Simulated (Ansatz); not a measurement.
# Ta (P6_3/mmc) in Ansatz: notebook

The runs below take Ta through single point, equation of state, with PBEsol.

Program: Ansatz 0.2.0. These are calculated values, not measurements. Logs are shortened: lines on timing, memory, paths and dates and some standing lists are left out, and cuts for length are marked.

## (1) The structure

Symmetry: P6_3/mmc, No. 194, hexagonal system. The conventional cell has a = 2.900 Å, b = 2.900 Å, c = 5.166 Å, α = 90.00°, β = 90.00°, γ = 120.00°. Ta (site symmetry -6m2) has 12 Ta at 2.90 to 3.08 Å as nearest neighbours.

This isn't the form of Ta at room conditions, which is bcc.

## (2) Single point, PBEsol, 17.69 Å³/atom (volume scaled by 0.94)

input.yaml reads:

```yaml
crystal:
  lattice:
    - [2.8411641924, 0.0, 0.0]
    - [-1.4205820962, 2.460520367, 0.0]
    - [0.0, 0.0, 5.0608102442]
  atoms:
    - { symbol: Ta, position: [0.3333333333, 0.6666666667, 0.25] }
    - { symbol: Ta, position: [0.6666666667, 0.3333333333, 0.75] }
kpoints:
  mp_grid: { grid: [11, 11, 5] }
scf:
  occupations: { method: fermi_dirac, width: 0.05 }
hamiltonian:
  xc: pbesol
  pseudopotentials: { kind: all_electron, lapw: { basis_error: 0.001 } }
output:
  forces: true
  stress: true
  eigenvalues: true
```

Potentials or basis: all-electron LAPW, scalar-relativistic.

Started as:

```console
> ansatz run input.yaml --threads 1 --pin off --max-ram 3072MiB --backend cpu --events-out ev --progress --plain --runs-dir out
```

Log:

```text
Warning: RAYON_NUM_THREADS=1 ignored (pool sized by the plan → 1); use --threads N
LAPW: plane waves up to 8.362 Å⁻¹, error target 1.0e-3 eV per atom; small_component_spin mean_spin; Ta in spheres of 1.421 Å, 43 of its electrons in bands, Dirac shells [] (how accurate: hamiltonian.pseudopotentials.lapw.basis_error, Limitations)
Engine: ansatz 0.2.0, x86_64-unknown-linux-gnu
Pseudopotentials: kind: all_electron
Pseudopotential: Ta, LAPW, valence charge 43, lapw/all_electron/scalar/gaussian/Ta, Koelling and Harmon's equation, gaussian nucleus
Functional definition: PBEsol
  exchange = pbesol_x
  correlation = pbesol_c
Crystal: 2 atoms, lattice volume = 35.379 Å³
Basis set: ecut = 266.4342438789683 eV, 337 PW (Γ), exchange–correlation at level 2
Bands: 52, of which v1, the nominal top of the filled ones, is band 43 counted from 1 (42 counted from 0)
Symmetry: 24 space group operations
Space group: P63/mmc (ITA 194), of the structure as read, at distance tolerance 3.3e-5 Å
k-points: 48 of 605
Non-local potential: Ta, projectors of the file, none
Initial density: superposition of atomic densities (chi_scale 0.1, normalization cell)
Initial wavefunctions: plane waves of lowest kinetic energy (no species holds an atomic orbital)
Functional: x = pbesol(κ = 0.804, μ = 0.12345679012345678), c = pbesol(β = 0.046)
iter 1 solved again at ethr=2.26e-4 eV; its pass at ethr=1.00e-1 eV (dr2=1.95e-1 eV) is discarded
SCF iter   1: F=—  HF=-848886.478833 eV  |F-HF|=—  |Δ(HF+E_count)|=         —  Δρ=2.87e-2  dr2=1.95e-1  ethr=2.26e-4  ⟨swp⟩=2.9  Hψ=15132  notcnv=0
preconditioner: auto → Kerker (q_TF=auto, 3.164 Å⁻¹)  [metal: Δε(μ)=0.045 eV  Ē_g=24.474 eV  σ=0.050 eV  W_gap=0.22  n_scr=22 (ndim 8)  ℏωp=44.1 eV  f_vac=0.000  D(μ)=2.03/eV (n_scr^D=22)]
SCF iter   2: F=—  HF=-848886.222928 eV  |F-HF|=—  |Δ(HF+E_count)|=   2.56e-1  Δρ=1.64e-2  dr2=7.67e-2  ethr=2.26e-4  ⟨swp⟩=2.0  Hψ=7825  notcnv=0
SCF iter   3: F=—  HF=-848886.188672 eV  |F-HF|=—  |Δ(HF+E_count)|=   3.43e-2  Δρ=1.11e-2  dr2=3.82e-2  ethr=8.92e-5  ⟨swp⟩=2.0  Hψ=7413  notcnv=0
SCF iter   4: F=—  HF=-848886.175482 eV  |F-HF|=—  |Δ(HF+E_count)|=         —  Δρ=5.79e-3  dr2=1.18e-2  ethr=4.45e-5  ⟨swp⟩=2.0  Hψ=7150  notcnv=0
the basis was enlarged: its passes take 524.7 KiB over the memory plan, 1 of 1 planned eigensolver slots
iter 5 solved again at ethr=6.96e-7 eV; its pass at ethr=1.37e-5 eV (dr2=5.98e-4 eV) is discarded
SCF iter   5: F=—  HF=-848886.174471 eV  |F-HF|=—  |Δ(HF+E_count)|=   1.01e-3  Δρ=1.26e-3  dr2=5.98e-4  ethr=6.96e-7  ⟨swp⟩=2.0  Hψ=12526  notcnv=0
SCF iter   6: F=—  HF=-848886.174501 eV  |F-HF|=—  |Δ(HF+E_count)|=   3.02e-5  Δρ=3.85e-4  dr2=5.23e-5  ethr=6.95e-7  ⟨swp⟩=2.0  Hψ=7415  notcnv=0
SCF iter   7: F=—  HF=-848886.174497 eV  |F-HF|=—  |Δ(HF+E_count)|=   3.67e-6  Δρ=9.75e-5  dr2=4.40e-6  ethr=6.08e-8  ⟨swp⟩=2.0  Hψ=7415  notcnv=0
SCF iter   8: F=—  HF=-848886.174497 eV  |F-HF|=—  |Δ(HF+E_count)|=   7.84e-7  Δρ=2.72e-5  dr2=2.52e-7  ethr=5.11e-9  ⟨swp⟩=2.0  Hψ=7415  notcnv=0
SCF iter   9: F=-848886.174496 eV  HF=-848886.174496 eV  |F-HF|=4.19e-9  |Δ(HF+E_count)|=   3.85e-8  Δρ=6.32e-6  dr2=1.08e-8  ethr=2.93e-10  ⟨swp⟩=2.0  Hψ=7415  notcnv=0
SCF 1 converged in 9 iterations: F = -848886.174496 eV  dr2 = 1.08e-8
SCF converged after 9 iterations
Free energy (F): -848886.174496 eV
Harris-Foulkes:  -848886.174496 eV  (|F-HF|=4.19e-9)
Internal energy: -848886.158619 eV  (E = F + TS)
E sigma→0 (E₀):  -848886.166558 eV
Entropy (-TS):   -0.015877 eV (-7.939 meV/atom)
Fermi energy:    25.589570 eV
--- Per-component energies (eV) ---
  E_band       = -8090.119585
  E_kinetic    = 947509.252643
  E_xc         = -16994.011631
  E_electrostatic = -1779401.399631  (all electrons and nuclei)
  E_smearing   = -0.015877  (= −TS)
  E_closure    = 0.000000  (closes the sum)
  E_atoms      = -848865.819012  (free atoms, spherical and without spin; not in F)
  Σ components = -848886.174496   (vs F -848886.174496, Δ=0.00e0)
  Basis errors (estimates in eV, not in F): energy 2.6e-4 per atom: plane waves 2.2e-4 (1.1e-4 summed), levels above the bands 1.1e-102, relativity 4.8e-8, radial functions 4.4e-5, core shells 1.6e-8; eigenvalues (radial functions only) 1.2e-6; not estimated: angular momenta, meshes, grids; target (lapw.basis_error) 1.0e-3; muffin-tin radii Ta 1.421 Å
--- Forces (eV/Å), atoms counted from 1 ---
  atom   1  Ta    -0.00000000     0.00000000     0.00000000
  atom   2  Ta     0.00000000    -0.00000000    -0.00000000
  max |Σ_I F_I| component: 9.25e-18 eV/Å
--- Stress (GPa, compression-positive) ---
        4.565199       0.000000      -0.000000
        0.000000       4.565199       0.000000
       -0.000000       0.000000       5.225161
  P = ⅓ Tr σ = 4.7852 GPa (47.852 kbar)
--- Band table (eV; the first three rows and the last of 48) ---
  k-point 0: bands = ["-368.7181", "-368.7181", "-368.7181", "-368.7181", "-368.7033", "-368.7033", "-190.4946", "-190.4946", "-190.4946", "-190.4946", "-190.4925", "-190.4925", "-190.4925", "-190.4925", "-190.4673", "-190.4673", "-41.8457", "-41.7670", "-8.9198", "-7.9090", "-7.7839", "-7.7839", "-7.6832", "-7.6832", "6.3890", "6.3922", "6.4181", "6.4181", "6.4212", "6.4260", "6.4260", "6.4526", "6.4526", "6.4560", "6.4786", "6.4786", "6.4932", "6.4945", "17.1607", "20.4571", "24.9107", "25.6497", "26.1448", "26.1448", "26.7592", "26.7592", "28.7061", "28.7061", "31.0552", "31.0552", "35.0709", "38.3453"]
  k-point 1: bands = ["-368.7181", "-368.7181", "-368.7181", "-368.7181", "-368.7033", "-368.7033", "-190.4946", "-190.4946", "-190.4946", "-190.4946", "-190.4925", "-190.4925", "-190.4925", "-190.4925", "-190.4673", "-190.4673", "-41.8382", "-41.7746", "-8.8291", "-8.0120", "-7.7743", "-7.7743", "-7.6929", "-7.6929", "6.3884", "6.3913", "6.4165", "6.4165", "6.4235", "6.4235", "6.4255", "6.4532", "6.4575", "6.4575", "6.4780", "6.4780", "6.4933", "6.4944", "17.5297", "20.3009", "24.7331", "25.0821", "26.1036", "26.1036", "26.6111", "26.6111", "29.0616", "29.0616", "30.9991", "30.9991", "36.2333", "37.6637"]
  k-point 2: bands = ["-368.7181", "-368.7181", "-368.7181", "-368.7181", "-368.7033", "-368.7033", "-190.4946", "-190.4946", "-190.4946", "-190.4946", "-190.4925", "-190.4925", "-190.4925", "-190.4925", "-190.4673", "-190.4673", "-41.8186", "-41.7943", "-8.5863", "-8.2746", "-7.7493", "-7.7493", "-7.7181", "-7.7181", "6.3881", "6.3894", "6.4156", "6.4156", "6.4185", "6.4185", "6.4351", "6.4455", "6.4669", "6.4669", "6.4745", "6.4745", "6.4936", "6.4940", "18.5025", "19.6327", "24.3893", "24.3958", "26.1220", "26.1220", "26.3200", "26.3200", "29.8647", "29.8647", "30.6305", "30.6305", "37.7092", "38.2324"]
  k-point 47: bands = ["-368.7181", "-368.7181", "-368.7181", "-368.7181", "-368.7033", "-368.7033", "-190.4946", "-190.4946", "-190.4946", "-190.4946", "-190.4925", "-190.4925", "-190.4925", "-190.4925", "-190.4673", "-190.4673", "-41.6836", "-41.6811", "-8.8005", "-8.7724", "-8.5497", "-8.4888", "-8.0986", "-8.0712", "6.4077", "6.4084", "6.4268", "6.4293", "6.4324", "6.4368", "6.4373", "6.4379", "6.4421", "6.4475", "6.4657", "6.4658", "6.4705", "6.4706", "22.4849", "22.8574", "23.7026", "23.7349", "24.8319", "25.0953", "27.0216", "27.6949", "30.8546", "31.3024", "34.5953", "34.7124", "36.2439", "37.0193"]
```

Wall time 83 s (1 thread of Intel Xeon at 2.50GHz (Skylake/Cascade Lake), shared host); peak memory 0.39 GiB.

What came out:

| Quantity | Value |
| --- | --- |
| Free energy | -848886.1745 eV |
| Pressure | 4.8 GPa |
| Band gap on the k mesh | none (metal or under the smearing width) |

## (3) Single point, PBEsol, 18.07 Å³/atom (volume scaled by 0.96)

Edit input.yaml of step 2 so:

```diff
@@ -2,5 +2,5 @@
   lattice:
-    - [2.8411641924, 0.0, 0.0]
-    - [-1.4205820962, 2.460520367, 0.0]
-    - [0.0, 0.0, 5.0608102442]
+    - [2.8611730502, 0.0, 0.0]
+    - [-1.4305865251, 2.4778485461, 0.0]
+    - [0.0, 0.0, 5.0964509272]
   atoms:
```

Potentials or basis: all-electron LAPW, scalar-relativistic.

Started as:

```console
> ansatz run input.yaml --threads 1 --pin off --max-ram 3072MiB --backend cpu --events-out ev --progress --plain --runs-dir out
```

Run time: 90 s. Hardware: 1 thread of Intel Xeon at 2.50GHz (Skylake/Cascade Lake), shared host; peak memory 0.38 GiB.

The run converged. Its results:

- Free energy: -848886.1863 eV
- Pressure: 0.3 GPa
- Band gap on the k mesh: none (metal or under the smearing width)

## (4) Single point, PBEsol, 18.44 Å³/atom (volume scaled by 0.98)

Edit input.yaml of step 3 so:

```diff
@@ -2,5 +2,5 @@
   lattice:
-    - [2.8611730502, 0.0, 0.0]
-    - [-1.4305865251, 2.4778485461, 0.0]
-    - [0.0, 0.0, 5.0964509272]
+    - [2.8809059017, 0.0, 0.0]
+    - [-1.4404529508, 2.4949376968, 0.0]
+    - [0.0, 0.0, 5.1315999754]
   atoms:
```

Started as:

```console
> ansatz run input.yaml --threads 1 --pin off --max-ram 3072MiB --backend cpu --events-out ev --progress --plain --runs-dir out
```

Run time: 89 s. Hardware: 1 thread of Intel Xeon at 2.50GHz (Skylake/Cascade Lake), shared host; peak memory 0.38 GiB.

The run converged. Its results:

```
Free energy            : -848886.1782 eV
Pressure               : -3.7 GPa
Band gap on the k mesh : none (metal or under the smearing width)
```

## (5) Single point, PBEsol, 18.82 Å³/atom

Edit input.yaml of step 4 so:

```diff
@@ -2,5 +2,5 @@
   lattice:
-    - [2.8809059017, 0.0, 0.0]
-    - [-1.4404529508, 2.4949376968, 0.0]
-    - [0.0, 0.0, 5.1315999754]
+    - [2.9003720726, 0.0, 0.0]
+    - [-1.4501860363, 2.5117958953, 0.0]
+    - [0.0, 0.0, 5.166274]
   atoms:
```

Started as:

```console
> ansatz run input.yaml --threads 1 --pin off --max-ram 3072MiB --backend cpu --events-out ev --progress --plain --runs-dir out
```

It used 52 s of CPU time on 1 thread of Intel(R) Xeon(R) Processor @ 2.50GHz (Skylake/Cascade Lake) (shared host), which was overloaded at the time.

Results (log left out):

```yaml
Free_energy: -848886.1521 eV
Pressure: -7.3 GPa
Band_gap_on_the_k_mesh: none (metal or under the smearing width)
```

## (6) Single point, PBEsol, 19.19 Å³/atom (volume scaled by 1.02)

Edit input.yaml of step 5 so:

```diff
@@ -2,5 +2,5 @@
   lattice:
-    - [2.9003720726, 0.0, 0.0]
-    - [-1.4501860363, 2.5117958953, 0.0]
-    - [0.0, 0.0, 5.166274]
+    - [2.9195803945, 0.0, 0.0]
+    - [-1.4597901972, 2.52843079, 0.0]
+    - [0.0, 0.0, 5.2004887322]
   atoms:
```

Potentials or basis: all-electron LAPW, scalar-relativistic.

Started as:

```console
> ansatz run input.yaml --threads 1 --pin off --max-ram 3072MiB --backend cpu --events-out ev --progress --plain --runs-dir out
```

Run time: 85 s. Hardware: 1 thread of Intel Xeon at 2.50GHz (Skylake/Cascade Lake), shared host; peak memory 0.38 GiB.

The run converged. Its results:

* Free energy: -848886.1098 eV
* Pressure: -10.6 GPa
* Band gap on the k mesh: none (metal or under the smearing width)

## (7) Single point, PBEsol, 19.57 Å³/atom (volume scaled by 1.04)

Edit input.yaml of step 6 so:

```diff
@@ -2,5 +2,5 @@
   lattice:
-    - [2.9195803945, 0.0, 0.0]
-    - [-1.4597901972, 2.52843079, 0.0]
-    - [0.0, 0.0, 5.2004887322]
+    - [2.9385392399, 0.0, 0.0]
+    - [-1.46926962, 2.5448496318, 0.0]
+    - [0.0, 0.0, 5.2342590858]
   atoms:
```

Started as:

```console
> ansatz run input.yaml --threads 1 --pin off --max-ram 3072MiB --backend cpu --events-out ev --progress --plain --runs-dir out
```

It used 49 s of CPU time on 1 thread of Intel(R) Xeon(R) Processor @ 2.50GHz (Skylake/Cascade Lake) (shared host), which was overloaded at the time.

It converged, with:

```
Free energy            : -848886.0528 eV
Pressure               : -13.6 GPa
Band gap on the k mesh : none (metal or under the smearing width)
```

## (8) Single point, PBEsol, 19.95 Å³/atom (volume scaled by 1.06)

Edit input.yaml of step 7 so:

```diff
@@ -2,5 +2,5 @@
   lattice:
-    - [2.9385392399, 0.0, 0.0]
-    - [-1.46926962, 2.5448496318, 0.0]
-    - [0.0, 0.0, 5.2342590858]
+    - [2.957256555, 0.0, 0.0]
+    - [-1.4786282775, 2.5610593022, 0.0]
+    - [0.0, 0.0, 5.2675992145]
   atoms:
```

Started as:

```console
> ansatz run input.yaml --threads 1 --pin off --max-ram 3072MiB --backend cpu --events-out ev --progress --plain --runs-dir out
```

It took 87 s on 1 thread of Intel Xeon at 2.50GHz (Skylake/Cascade Lake), shared host; peak memory 0.37 GiB.

It converged, with:

| Property | Result |
| --- | --- |
| Free energy | -848885.9826 eV |
| Pressure | -16.3 GPa |
| Band gap on the k mesh | none (metal or under the smearing width) |

## (9) Equation of state, PBEsol

Potentials or basis: all-electron LAPW, scalar-relativistic.

This step only gathers the single runs of the series.

Results:

| Item | Value |
| --- | --- |
| Equilibrium volume | 18.09 Å³/atom |
| Bulk modulus at fixed shape and positions | 202 GPa |
| Pressure derivative of the bulk modulus | 3.9 |

Energy against volume, from the lowest point:
| volume (Å³/atom) | energy (meV/atom) |
| --- | --- |
| 17.689 | 5.90 |
| 18.066 | 0.00 |
| 18.442 | 4.05 |
| 18.819 | 17.09 |
| 19.195 | 38.25 |
| 19.571 | 66.75 |
| 19.948 | 101.88 |

Caveat: the cell was scaled at fixed shape and fractional positions, which overstates the stiffness of a crystal with free parameters, most of all of layers and chains.
